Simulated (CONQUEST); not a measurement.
Write the native input for CONQUEST 1.3 that does the following.

| Item | Value |
| --- | --- |
| Task | single point |
| Functional | PBE |
| Potentials or basis | PseudoDojo NC PBE, DZP, multi-site functions of range 3 bohr, grid cutoff 120 Ha |
| k mesh | 8 × 8 × 6 |
| Occupations | fermi-dirac, width 0.05 eV |
| Spin | no spin polarisation |
| Solver | diagonalisation |
| SCF tolerance | 1e-06 |

Pb:

```xyz
2
Lattice="3.5002 0.0000 0.0000 0.0000 3.5002 0.0000 0.0000 0.0000 4.9500" Properties=species:S:1:pos:R:3 pbc="T T T"
Pb    0.0602   -0.0020    0.0156
Pb    1.7560    1.7608    2.4821
```

The cell isn't the ideal one: atoms of the box moved at random, drawn with an rms of 0.05 Å.

The input as run:

Conquest_input

```
IO.Title Pb
IO.Coordinates coords.dat
IO.FractionalAtomicCoords T
IO.Iprint 2
IO.Iprint_init 1
General.NumberOfSpecies 1
General.PseudopotentialType hamann
AtomMove.TypeOfRun static
AtomMove.FullStress T
Grid.GridCutoff 120
DM.SolutionMethod diagon
Diag.MPMesh T
Diag.GammaCentred T
Diag.MPMeshX 8
Diag.MPMeshY 8
Diag.MPMeshZ 6
Diag.kT 0.00183747
minE.SCTolerance 1e-6
Basis.MultisiteSF T
Multisite.LFD T
Multisite.Smear T
SC.MaxIters 100
IO.AtomChargeOutput T
%block ChemicalSpeciesLabel
1 207.200 Pb
%endblock
%block Pb
Atom.NumberOfSupports 9
Atom.MultisiteRange 3
Atom.LFDRange 3
%endblock
```

coords.dat

```
    6.6144323279     0.0000000000     0.0000000000
    0.0000000000     6.6144323279     0.0000000000
    0.0000000000     0.0000000000     9.3542199059
2
  0.0171980000  -0.0005830000   0.0031590000 1 T T T
  0.5016870000   0.5030660000   0.5014350000 1 T T T
```

Potentials or basis: PseudoDojo NC PBE, DZP, multi-site functions of range 3 bohr, grid cutoff 120 Ha.

Run with:

```sh
$ Conquest
```

It gave:

```
Pressure               : -2.4 GPa
Largest force          : 0.072 eV/Å
Band gap on the k mesh : none (metal or under the smearing width)
```

Caveat: multi-site functions contract the basis, which raises the energy a little and makes forces and stress less exact; the basis of atomic orbitals isn't converged, which shifts pressures, moduli and gaps.

Wall time 17 s on 1 thread of AMD EPYC 9R45 96-Core Processor (Zen 5), on a shared host, peak memory 0.45 GiB.
